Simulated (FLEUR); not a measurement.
# MnS (Browneite): which magnetic order is lowest

Does MnS (Browneite) prefer parallel or opposed moments?

Program: FLEUR MaX-R8.1. Level of theory: PBE with U = 4 eV on Mn d; all-electron FLAPW, Dirac cores, scalar-relativistic bands. Results are calculated unless marked as measured.

**1. Set-up**

Symmetry: F-43m, No. 216, cubic system. Conventional cell: a = 5.600 Å, b = 5.600 Å, c = 5.600 Å, α = 90.00°, β = 90.00°, γ = 90.00°. Mn has 4 S at 2.42 Å nearest. Nearest to S lie 4 Mn at 2.42 Å. Farther neighbours and most contacts between anions are not listed.

Steps with spin–orbit coupling that held too few empty states are left out.

**2. Start 1: ferro +**

The parallel start comes first: it shows whether parallel moments hold. A Hubbard U acts on the open shell, since semilocal functionals spread its electrons too much.

inpgen writes inp.xml from crystal.txt; cutoffs, mixing, functional, smearing and local orbitals are then set in the file. The k list default-1 (kpts.xml, not shown) is a Γ-centred 10×10×10 mesh; where the ranks do not divide the number of points, some are split in two of half the weight.

The input, inp.xml:

```
<?xml version="1.0" encoding="UTF-8" standalone="no"?>
<fleurInput fleurInputVersion="0.39">
   <comment>
      MnS
   </comment>
   <calculationSetup>
      <cutoffs Kmax="4.26" Gmax="12.8" GmaxXC="12.8" numbands="0"/>
      <scfLoop itmax="120" minDistance="0.0001" maxIterBroyd="15" imix="Anderson" alpha="0.05" precondParam="0.0" spinf="2.0" sdNocoIR="T"/>
      <coreElectrons ctail="T" frcor="F" kcrel="0" coretail_lmax="0"/>
      <xcFunctional name="pbe" relativisticCorrections="F"/>
      <magnetism jspins="2"/>
      <soc l_soc="F" theta="0.0" phi="0.0" spav="F"/>
      <expertModes spex="0" secvar="F"/>
      <geometryOptimization l_f="F" forcealpha="1.0" forcemix="BFGS" epsdisp="0.00001" epsforce="0.00001"/>
      <ldaU l_linMix="F" mixParam="0.05" spinf="1.0"/>
   </calculationSetup>
   <cell>
      <bzIntegration valenceElectrons="21.0" mode="hist" fermiSmearingEnergy="0.00073499">
         <kPointListSelection listName="default-1"/>
         <xi:include xmlns:xi="http://www.w3.org/2001/XInclude" href="kpts.xml"> </xi:include>
      </bzIntegration>
      <xi:include xmlns:xi="http://www.w3.org/2001/XInclude" href="sym.xml"> </xi:include>
      <bulkLattice scale="1.0">
         <bravaisMatrix>
            <row-1>    0.0000000000000000     5.2912331488799991     5.2912331488799991</row-1>
            <row-2>    5.2912331488799991     0.0000000000000000     5.2912331488799991</row-2>
            <row-3>    5.2912331488799991     5.2912331488799991     0.0000000000000000</row-3>
         </bravaisMatrix>
      </bulkLattice>
   </cell>
   <atomSpecies>
      <species name="Manganese 4.500" element="Mn" atomicNumber="25">
         <mtSphere radius="2.7" gridPoints="893" logIncrement="0.014"/>
         <atomicCutoffs lmax="10" lnonsphr="8"/>
         <electronConfig flipSpins="F">
            <coreConfig>(1s1/2) (2s1/2) (2p1/2) (2p3/2)</coreConfig>
            <valenceConfig>(3s1/2) (3p1/2) (3p3/2) (4s1/2) (3d3/2) (3d5/2)</valenceConfig>
            <stateOccupation state="(3d3/2)" spinUp="1.75" spinDown="0.25"/>
            <stateOccupation state="(3d5/2)" spinUp="3.0" spinDown="0.0"/>
         </electronConfig>
         <energyParameters s="4" p="4" d="3" f="4"/>
         <ldaU l="2" U="4.0" J="0.0" l_amf="F"/>
         <lo type="SCLO" l="0" n="3" eDeriv="0"/>
         <lo type="SCLO" l="1" n="3" eDeriv="0"/>
      </species>
      <species name="Sulfur (S)" element="S" atomicNumber="16">
         <mtSphere radius="1.76" gridPoints="583" logIncrement="0.02"/>
         <atomicCutoffs lmax="6" lnonsphr="4"/>
         <electronConfig flipSpins="F">
            <coreConfig>(1s1/2) (2s1/2) (2p1/2) (2p3/2)</coreConfig>
            <valenceConfig>(3s1/2) (3p1/2) (3p3/2)</valenceConfig>
            <stateOccupation state="(3p1/2)" spinUp="0.666667" spinDown="0.666667"/>
            <stateOccupation state="(3p3/2)" spinUp="1.333333" spinDown="1.333333"/>
         </electronConfig>
         <energyParameters s="3" p="3" d="3" f="4"/>
      </species>
   </atomSpecies>
   <atomGroups>
      <atomGroup species="Manganese 4.500">
         <relPos label="                   1">.0000000000 .0000000000 .0000000000</relPos>
         <force calculate="T" relaxXYZ="TTT"/>
      </atomGroup>
      <atomGroup species="Sulfur (S)">
         <relPos label="                   2">1.000/4.000 1.000/4.000 1.000/4.000</relPos>
         <force calculate="T" relaxXYZ="TTT"/>
      </atomGroup>
   </atomGroups>
   <output dos="F" band="F" slice="F">
      <bandDOS minEnergy="-.5*Htr" maxEnergy="0.5*Htr" sigma="0.015" storeEVData="T"/>
      <plotting iplot="0" polar="F">
         <plot TwoD="T" vec1="  1.0  0.0  0.0" vec2="  0.0  1.0  0.0" vec3="  0.0  0.0  1.0" zero="  0.0  0.0  0.0" file="plot"/>
      </plotting>
      <moessbauerParams electricFieldGradient="F" isomerShift="F" coreHyperfine="F" valenceHyperfine="F"/>
   </output>
</fleurInput>
```

The input, crystal.txt:

```
MnS
&input film=F cartesian=F /
0.00000000000  2.80000000000  2.80000000000
2.80000000000  0.00000000000  2.80000000000
2.80000000000  2.80000000000  0.00000000000
1.8897261246
1.0 1.0 1.0

2
25 0.00000000000  0.00000000000  0.00000000000 : 4.500
16 0.25000000000  0.25000000000  0.25000000000

&kpt div1=10 div2=10 div3=10 gamma=T /
```

Started as:

```
OMP_NUM_THREADS=1 inpgen -f crystal.txt > inpgen.log  # inp.xml is then edited as shown
OMP_NUM_THREADS=1 mpirun -n 2 fleur_MPI > fleur.log
```

The program printed:

```text
Welcome to FLEUR        (www.flapw.de)
      MaX-Release 8.1          (www.max-centre.eu)

 ========== k-point set info ==========
 Selected k-point list: default-1
 k-point list type: mesh
 0 x 0 x 0
 Number of k points: 48

 ------------Calculation Setup---------------------------
 Number of MPI-tasks      :            2
 Number of PE/node        :            2
 Number of OMP-threads    :            1
 k-points in parallel     :            2
 pe's per k-point         :            1
 No of k-point loops      :           24
 Eigenvalue solver        :       lapack
 Number of basis functions:          408
 Approximate size of matrices (H+S) per k-point:         0.005 GB
 --------------------------------------------------------
 no density matrix found ... skipping LDA+U
 Reset of history
 Iteration:     1   Distance:       9.17288318 me/bohr^3
 Iteration:     2   Distance:       8.75818528 me/bohr^3
 Iteration:     3   Distance:       8.06373319 me/bohr^3
 Iteration:     4   Distance:       4.10894647 me/bohr^3
 Iteration:     5   Distance:       2.19464872 me/bohr^3
 Iteration:     6   Distance:       1.66962641 me/bohr^3
 Iteration:     7   Distance:       0.33367860 me/bohr^3
 Iteration:     8   Distance:       0.31677813 me/bohr^3
 Iteration:     9   Distance:       0.05592002 me/bohr^3
 Iteration:    10   Distance:       0.04321355 me/bohr^3
 Iteration:    11   Distance:       0.00829948 me/bohr^3
 Iteration:    12   Distance:       0.00608455 me/bohr^3
 Iteration:    13   Distance:       0.00128292 me/bohr^3
 Iteration:    14   Distance:       0.00111811 me/bohr^3
 Iteration:    15   Distance:       0.00019140 me/bohr^3
 Iteration:    16   Distance:       0.00006120 me/bohr^3

 ********************************************************************
 Run finished successfully
 Stop message:
   all done
 ********************************************************************

--- out.xml (last complete iteration) ---
<iteration numberForCurrentRun="   16" overallNumber="   16">
         [... left out ...]
         <bandgap value="1.2277352533" units="eV"/>
         <sumValenceSingleParticleEnergies value="-15.2277712312" units="Htr"/>
         <FermiEnergy value="0.1760453450" units="Htr"/>
         <valenceDensity>
            <mtCharges spin="1">
               <mtCharge atomType="1" total="9.4830090" s="1.2592756" p="3.3095291" d="4.8698967" f="0.0314369"/>
               <mtCharge atomType="2" total="1.5704564" s="0.5532860" p="1.0016587" d="0.0142023" f="0.0010923"/>
            </mtCharges>
            <mtCharges spin="2">
               <mtCharge atomType="1" total="4.7524486" s="1.1908367" p="3.2189786" d="0.2988761" f="0.0306920"/>
               <mtCharge atomType="2" total="1.5323704" s="0.5475709" p="0.9824220" d="0.0022465" f="0.0000859"/>
            </mtCharges>
            <spinDependentCharge spin="1" total="13.0000000" interstitial="1.9465346" mtSpheres="11.0534654"/>
            <spinDependentCharge spin="2" total="8.0000000" interstitial="1.7151810" mtSpheres="6.2848190"/>
            <totalCharge value="21.0000000000"/>
         </valenceDensity>
         [... left out ...]
         <allElectronCharges>
            <spinDependentCharge spin="1" total="23.0000000" interstitial="1.9471608" mtSpheres="21.0528392"/>
            <spinDependentCharge spin="2" total="18.0000000" interstitial="1.7158064" mtSpheres="16.2841936"/>
            <totalCharge value="40.9999999932"/>
         </allElectronCharges>
         <magneticMomentsInMTSpheres units="muBohr">
            <globalMagMoment atomType="1" vec="0.00000   0.00000   4.73056"/>
            <localMagMoment atomType="1" vec="0.00000   0.00000   4.73056"/>
            <globalMagMoment atomType="2" vec="0.00000   0.00000   0.03809"/>
            <localMagMoment atomType="2" vec="0.00000   0.00000   0.03809"/>
         </magneticMomentsInMTSpheres>
         <moessbauerParams unitsHFF="kG" unitsIS="e/bohr^3" unitsEFG="Htr/bohr^2">
         </moessbauerParams>
         <totalEnergy value="    -1557.8536172331" units="Htr">
            <sumOfEigenvalues value="     -899.6868747251">
               <coreElectrons value="-884.4591034939"/>
               <valenceElectrons value="-15.2277712312"/>
            </sumOfEigenvalues>
            <densityCoulombPotentialIntegral value="-2372.6381714169"/>
            <densityEffectivePotentialIntegral value="-2473.8099601714"/>
            <chargeDenXCDenIntegral value="-78.0712544174"/>
            <FockExchangeEnergyValence value="0.0000000000"/>
            <FockExchangeEnergyCore value="0.0000000000"/>
            <atomTypeDependentContributions atomType="1">
               <electronNucleiInteractionDifferentMTs value="1382.8362034250"/>
               <MadelungTerm value="-5.8956144904"/>
            </atomTypeDependentContributions>
            <atomTypeDependentContributions atomType="2">
               <electronNucleiInteractionDifferentMTs value="466.7380092837"/>
               <MadelungTerm value="-12.4668121284"/>
            </atomTypeDependentContributions>
            <dftUCorrection value="-0.3502767739"/>
            <tkbTimesEntropy value="0.0000000000"/>
            <freeEnergy value="-1557.8536172331"/>
            <extrapolationTo0K value="-1557.8536172331"/>
         </totalEnergy>
         <ldaUDensityMatrix>
            <densityMatrixFor spin="1" atomType="1" uIndex="1" l="2" U="4.00000000" J="0.00000000">
               (+0.97253,+0.00000) (+0.00000,+0.00000) (+0.00000,+0.00000) (+0.00000,+0.00000) (-0.00724,+0.00000)
               (+0.00000,+0.00000) (+0.97977,+0.00000) (+0.00000,+0.00000) (+0.00000,+0.00000) (+0.00000,+0.00000)
               (+0.00000,+0.00000) (+0.00000,+0.00000) (+0.96529,+0.00000) (+0.00000,+0.00000) (+0.00000,+0.00000)
               (+0.00000,+0.00000) (+0.00000,+0.00000) (+0.00000,+0.00000) (+0.97977,+0.00000) (+0.00000,+0.00000)
               (-0.00724,+0.00000) (+0.00000,+0.00000) (+0.00000,+0.00000) (+0.00000,+0.00000) (+0.97253,+0.00000)
            </densityMatrixFor>
            <densityMatrixFor spin="2" atomType="1" uIndex="1" l="2" U="4.00000000" J="0.00000000">
               (+0.05368,+0.00000) (+0.00000,+0.00000) (+0.00000,+0.00000) (+0.00000,+0.00000) (-0.03050,+0.00000)
               (+0.00000,+0.00000) (+0.08417,+0.00000) (+0.00000,+0.00000) (+0.00000,+0.00000) (+0.00000,+0.00000)
               (+0.00000,+0.00000) (+0.00000,+0.00000) (+0.02318,+0.00000) (+0.00000,+0.00000) (+0.00000,+0.00000)
               (+0.00000,+0.00000) (+0.00000,+0.00000) (+0.00000,+0.00000) (+0.08417,+0.00000) (+0.00000,+0.00000)
               (-0.03050,+0.00000) (+0.00000,+0.00000) (+0.00000,+0.00000) (+0.00000,+0.00000) (+0.05368,+0.00000)
            </densityMatrixFor>
         </ldaUDensityMatrix>
         <ldaUDensityMatrixConvergence>
            <distance spin="1" distance="0.000001"/>
            <distance spin="2" distance="0.000000"/>
         </ldaUDensityMatrixConvergence>
         <densityConvergence units="me/bohr^3">
            <chargeDensity spin="1" distance="0.0000432814"/>
            <chargeDensity spin="2" distance="0.0000346825"/>
            <overallChargeDensity distance="0.0000612007"/>
            <spinDensity distance="0.0000490591"/>
         </densityConvergence>
      </iteration>
```

Run time: 2.2 min. Hardware: 2 MPI ranks of Arm Neoverse N1, shared host; peak memory 0.16 GiB.

Read from the output:

```yaml
free_energy: -42391.3565 eV
program_s_band_gap_on_this_mesh_in_a_metal_only_a_level_spacing: 1.228 eV
magnetization: 5 μB
final_state: ferromagnetic
largest_moment: 4.731 μB
```

After 16 cycles the largest moment stands at 4.73 μB.

**3. Order 2, typed as antiferro q=(0,0,1/2) +-**

An opposed order shows whether neighbours prefer unlike signs.

This order needs a doubled cell of 4 atoms. The mesh is halved along the doubled vector, so that both cells sample the same points. The k list default-1 (kpts.xml, not shown) is a Γ-centred 10×10×5 mesh.

inp.xml: that of step 2 with these lines changed.

```diff
@@ -17,3 +17,3 @@
    <cell>
-      <bzIntegration valenceElectrons="21.0" mode="hist" fermiSmearingEnergy="0.00073499">
+      <bzIntegration valenceElectrons="42.0" mode="hist" fermiSmearingEnergy="0.00073499">
          <kPointListSelection listName="default-1"/>
@@ -26,3 +26,3 @@
             <row-2>    5.2912331488799991     0.0000000000000000     5.2912331488799991</row-2>
-            <row-3>    5.2912331488799991     5.2912331488799991     0.0000000000000000</row-3>
+            <row-3>   10.5824662977599981    10.5824662977599981     0.0000000000000000</row-3>
          </bravaisMatrix>
@@ -39,2 +39,16 @@
             <stateOccupation state="(3d5/2)" spinUp="3.0" spinDown="0.0"/>
+         </electronConfig>
+         <energyParameters s="4" p="4" d="3" f="4"/>
+         <ldaU l="2" U="4.0" J="0.0" l_amf="F"/>
+         <lo type="SCLO" l="0" n="3" eDeriv="0"/>
+         <lo type="SCLO" l="1" n="3" eDeriv="0"/>
+      </species>
+      <species name="Manganese -4.500" element="Mn" atomicNumber="25">
+         <mtSphere radius="2.7" gridPoints="893" logIncrement="0.014"/>
+         <atomicCutoffs lmax="10" lnonsphr="8"/>
+         <electronConfig flipSpins="F">
+            <coreConfig>(1s1/2) (2s1/2) (2p1/2) (2p3/2)</coreConfig>
+            <valenceConfig>(3s1/2) (3p1/2) (3p3/2) (4s1/2) (3d3/2) (3d5/2)</valenceConfig>
+            <stateOccupation state="(3d3/2)" spinUp="0.25" spinDown="1.75"/>
+            <stateOccupation state="(3d5/2)" spinUp="0.0" spinDown="3.0"/>
          </electronConfig>
@@ -62,4 +76,12 @@
       </atomGroup>
+      <atomGroup species="Manganese -4.500">
+         <relPos label="                   2">.0000000000 .0000000000 1.000/2.000</relPos>
+         <force calculate="T" relaxXYZ="TTT"/>
+      </atomGroup>
       <atomGroup species="Sulfur (S)">
-         <relPos label="                   2">1.000/4.000 1.000/4.000 1.000/4.000</relPos>
+         <relPos label="                   3">1.000/4.000 1.000/4.000 1.000/8.000</relPos>
+         <force calculate="T" relaxXYZ="TTT"/>
+      </atomGroup>
+      <atomGroup species="Sulfur (S)">
+         <relPos label="                   4">1.000/4.000 1.000/4.000 -3.000/8.000</relPos>
          <force calculate="T" relaxXYZ="TTT"/>
```

The input, crystal.txt:

```
MnS
&input film=F cartesian=F /
0.00000000000  2.80000000000  2.80000000000
2.80000000000  0.00000000000  2.80000000000
5.60000000000  5.60000000000  0.00000000000
1.8897261246
1.0 1.0 1.0

4
25 0.00000000000  0.00000000000  0.00000000000 : 4.500
25 0.00000000000  0.00000000000  0.50000000000 : -4.500
16 0.25000000000  0.25000000000  0.12500000000
16 0.25000000000  0.25000000000  0.62500000000

&kpt div1=10 div2=10 div3=5 gamma=T /
```

The program printed:

```text
[banner, memory and clock lines left out]
Welcome to FLEUR        (www.flapw.de)
      MaX-Release 8.1          (www.max-centre.eu)

 ========== k-point set info ==========
 Selected k-point list: default-1
 k-point list type: mesh
 0 x 0 x 0
 Number of k points: 142

 [... set-up left out ...]
 no density matrix found ... skipping LDA+U
 Reset of history
 Iteration:     1   Distance:       8.98706247 me/bohr^3
 Iteration:     2   Distance:       8.71525967 me/bohr^3
 Iteration:     3   Distance:       8.02683873 me/bohr^3
 Iteration:     4   Distance:       4.20556661 me/bohr^3
 Iteration:     5   Distance:       2.46267262 me/bohr^3
 Iteration:     6   Distance:       1.79268601 me/bohr^3
 Iteration:     7   Distance:       0.38696362 me/bohr^3
 Iteration:     8   Distance:       0.32684924 me/bohr^3
 Iteration:     9   Distance:       0.06059383 me/bohr^3
 Iteration:    10   Distance:       0.05548653 me/bohr^3
 Iteration:    11   Distance:       0.01011210 me/bohr^3
 Iteration:    12   Distance:       0.00604950 me/bohr^3
 Iteration:    13   Distance:       0.00154842 me/bohr^3

--- out.xml (last complete iteration) ---
<iteration numberForCurrentRun="   13" overallNumber="   13">
         [... left out ...]
         <bandgap value="2.3173104786" units="eV"/>
         <sumValenceSingleParticleEnergies value="-30.4500408102" units="Htr"/>
         <FermiEnergy value="0.1552953893" units="Htr"/>
         [... left out ...]
         <magneticMomentsInMTSpheres units="muBohr">
            <globalMagMoment atomType="1" vec="0.00000   0.00000   4.64155"/>
            <globalMagMoment atomType="2" vec="0.00000   0.00000  -4.64155"/>
            <globalMagMoment atomType="3" vec="0.00000   0.00000   0.01715"/>
            <globalMagMoment atomType="4" vec="0.00000   0.00000  -0.01715"/>
         </magneticMomentsInMTSpheres>
         [... left out ...]
         <totalEnergy value="    -3115.7127813471" units="Htr">
            <sumOfEigenvalues value="    -1799.4239127910">
               <coreElectrons value="-1768.9738719808"/>
               <valenceElectrons value="-30.4500408102"/>
            </sumOfEigenvalues>
         [... left out ...]
            <freeEnergy value="-3115.7127813471"/>
            <extrapolationTo0K value="-3115.7127813471"/>
         </totalEnergy>
         [... left out ...]
         <ldaUDensityMatrixConvergence>
            <distance spin="1" distance="0.000051"/>
            <distance spin="2" distance="0.000050"/>
         </ldaUDensityMatrixConvergence>
         <densityConvergence units="me/bohr^3">
            <chargeDensity spin="1" distance="0.0010397238"/>
            <chargeDensity spin="2" distance="0.0010340941"/>
            <overallChargeDensity distance="0.0015484212"/>
            <spinDensity distance="0.0013795448"/>
         </densityConvergence>
      </iteration>
```

Elapsed: 36 min, on 2 MPI ranks; peak memory 0.49 GiB.

The run was cut off at its time limit.

After 13 cycles the density distance stands at 0.0015 me/bohr³, still falling.

[end of part 1 of 2]

[Logs and program files are shortened in this print: banners, set-up blocks, solver, clock and traceback lines can be left out without a mark of their own.]

[Logs are printed without paths, hosts, clocks, repeated set-up lines and the standing remarks that a program may print on its own settings, such as how far it seeks lower states.]

[Hosts, paths, dates, database ids (printed as entryN), source tags and the programs' standing remarks are cut or masked in the printed files.]

[Where a cell is said to come from a database of computed structures, the database is the Materials Project.]
